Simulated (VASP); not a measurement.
Crystal: Ba.

```xyz
3
Lattice="5.8273 0.0000 0.0000 -2.9137 5.0466 0.0000 0.0000 0.0000 7.6596" Properties=species:S:1:pos:R:3 pbc="T T T"
Ba   -1.4568    2.5233    6.3830
Ba    2.9137    0.0000    3.8298
Ba    1.4568    2.5233    1.2766
```

The cell was built by a generator and needn't be a form met in nature.

The cell isn't the ideal one: random cell with space group P6_422 (No. 181).

```yaml
Program: VASP 6.6.1
Task: relaxation of cell and atoms
Functional: PBE
Potentials_or_basis: VASP PAW PBE potentials, release 64 (Ba_sv)
Cutoff: 600 eV
k_mesh: 3 × 3 × 2
Occupations: gaussian, width 0.1 eV
Spin: no spin polarisation
```

At the start: pressure -0.8 GPa; volume 75.09 Å³/atom.

Problem. How do energy, volume and symmetry change on relaxing?

Solution. Over 20 steps the energy falls by 493.5 meV/atom and the volume is 59.48 Å³/atom (-20.8 %); space group P6_422 (No. 181, to 0.05 Å).

The path:
```tsv
step	energy change (eV)	largest force (eV/Å)	pressure (GPa)	volume (Å³)
1	0.0000	0.0000	-0.81	225.26
2	-0.0931	0.0000	-0.77	213.07
3	-0.3399	0.0000	-0.10	178.53
4	0.1192	0.0000	6.22	118.61
5	-0.3887	0.0000	0.59	163.79
6	-0.4983	0.0000	0.88	161.20
7	-0.8778	0.0000	1.63	150.87
8	-0.5676	0.0000	5.77	121.40
9	-1.1260	0.0000	1.96	142.03
10	-1.1062	0.0000	3.11	132.19
11	-1.1549	0.0000	2.66	135.34
12	-1.2394	0.0000	2.35	140.42
13	-1.2422	0.0000	2.05	146.43
14	-1.2532	0.0000	2.15	144.07
15	-1.3524	0.0000	1.49	152.05
16	-1.4759	0.0000	0.13	175.43
17	-1.4781	0.0000	-0.01	178.98
18	-1.4781	0.0000	-0.07	179.84
19	-1.4794	0.0000	-0.04	179.33
20	-1.4804	0.0000	-0.01	178.45
```

Final structure:
```
Ba
1.0
     4.27073    0.00000    0.00000
    -2.13537    3.69856    0.00000
     0.00000    0.00000   11.29721
Ba
3
Direct
  0.00000 0.50000 0.83333
  0.50000 0.00000 0.50000
  0.50000 0.50000 0.16667
```

Caveat: the k mesh is coarse (spacing up to 0.42 Å⁻¹), so the values aren't converged; the volume moved by over 15 % at a fixed basis, so the end points are rough.
